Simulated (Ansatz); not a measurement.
## PbO2 in Ansatz: the effect of functional

Crystal: PbO2.

```
Pb O
1.0
     0.00000    2.64683    2.64683
     2.64683    0.00000    2.64683
     2.64683    2.64683    0.00000
Pb O
1 2
Direct
  0.00000 0.00000 0.00000
  0.75000 0.75000 0.75000
  0.25000 0.25000 0.25000
```

The cell comes from a database or a generator and needn't be the stable form of this composition.

The cell isn't the ideal one: volume scaled by 0.94.

Alike in all runs:

```yaml
Program: Ansatz 0.2.0
Task: single point
Potentials_or_basis: Ansatz PAW
k_mesh: 9 × 9 × 9
Occupations: fermi-dirac, width 0.05 eV
Spin: no spin polarisation
```

| functional | cutoff | pressure (GPa) |
| --- | --- | --- |
| LDA | 420 eV (not typed: the program's choice for these potentials) | -1.4 |
| PBEsol | 420 eV (not typed: the program's choice for these potentials) | 3.4 |
| r2SCAN | 500 eV (not typed: the program's choice for these potentials) | ? |

Question: What does the run with functional r2SCAN give?

Answer: Pressure 2.4 GPa.

Caveats: the PAW data sets come from PBE, with cores solved anew for the run's functional, which leaves a small shift of forces and pressure.
